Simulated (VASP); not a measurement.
A run of VASP 6.6.1 is set up as follows.

Contents of INCAR:

```
SYSTEM = CaO
  PREC = Accurate
  ENCUT = 300
  EDIFF = 1E-7
  ISMEAR = 0
  SIGMA = 0.03
  LREAL = .FALSE.
  LASPH = .TRUE.
  NELM = 80
  ALGO = Normal
  ISIF = 2
  LWAVE = .FALSE.
  LCHARG = .FALSE.
  GGA = PE
  IBRION = 2
  NSW = 40
  EDIFFG = -0.01
```

KPOINTS

```
regular mesh
0
G
  5 5 5
  0 0 0
```

Contents of POSCAR:

```
CaO                                     
1.0
    0.0000000000      2.3615760894      2.3615760894
    2.3615760894      0.0000000000      2.3615760894
    2.3615760894      2.3615760894      0.0000000000
  Ca              O             
     1     1
Direct
     0.0000000000000000    0.0000000000000000    0.0000000000000000
     0.5000000000000000    0.5000000000000000    0.5000000000000000
```

Potentials or basis: VASP PAW PBE potentials, release 64 (Ca_sv, O_s).

Command:

```bash
$ cat potpaw_PBE.64/Ca_sv/POTCAR potpaw_PBE.64/O_s/POTCAR > POTCAR
$ mpirun -np 1 vasp_std > vasp.out
```

(1) What does it give for the band gap on the k mesh?

## Answers

(1) 3.81 eV, indirect (least direct gap 4.18 eV).

Caveat: the k mesh is coarse (spacing up to 0.46 Å⁻¹), so the values aren't converged; the relaxation stopped at its first step, so nothing moved; an odd mesh through Γ misses points on the zone boundary, where band edges often lie.
